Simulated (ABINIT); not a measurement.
The system is MoS2.

```
Mo S
1.0
     3.22746    0.00000    0.00000
    -1.61373    2.79507    0.00000
     0.00000    0.00000    6.31247
Mo S
1 2
Direct
  0.00000 0.00000 0.50000
  0.66667 0.33333 0.74468
  0.33333 0.66667 0.25532
```

Measurements of this composition are mostly on another form, of space group No. 194.

* Program: ABINIT 10.8.3 (patched build)
* Task: relaxation of cell and atoms
* Functional: PBEsol
* Potentials or basis: JTH PAW PBE v2.0
* Cutoff: 544 eV
* k mesh: 9 × 9 × 4
* Occupations: fermi-dirac, width 0.05 eV
* Spin: no spin polarisation

At the start: pressure -3.2 GPa; volume 18.98 Å³/atom.

**Question.** Where does the relaxation end?

**Answer.** Over 15 steps the energy falls by 17.2 meV/atom and the volume is 17.36 Å³/atom (-8.5 %); space group P-3m1 (No. 164, to 0.05 Å).

The path:
```tsv
step	energy change (eV)	largest force (eV/Å)	pressure (GPa)	volume (Å³)
1	0.0000	0.0465	-3.19	56.94
2	-0.0124	0.1698	-2.01	56.39
3	-0.0319	0.4001	0.96	54.90
4	-0.0378	0.3432	1.16	54.56
5	-0.0453	0.0914	0.33	54.24
6	-0.0456	0.0343	0.00	54.27
7	-0.0456	0.0227	-0.10	54.29
8	-0.0458	0.0008	-0.32	54.30
9	-0.0462	0.0272	-0.59	54.24
10	-0.0476	0.0892	-1.18	53.82
11	-0.0490	0.1261	-1.39	53.06
12	-0.0504	0.0898	-0.96	52.64
13	-0.0514	0.0047	0.04	51.85
14	-0.0515	0.0042	-0.03	52.14
15	-0.0515	0.0007	0.00	52.09
```

Final structure:
```
Mo S
1.0
     3.15193    0.00000    0.00000
    -1.57597    2.72965    0.00000
     0.00000    0.00000    6.05441
Mo S
1 2
Direct
  0.00000 0.00000 0.50000
  0.66667 0.33333 0.76102
  0.33333 0.66667 0.23898
```

Caveat: the PAW data sets were made with another functional, which shifts forces and pressure a little; this functional lacks dispersion, which binds the layers, so the pressure and a relaxed spacing across them are unreliable.
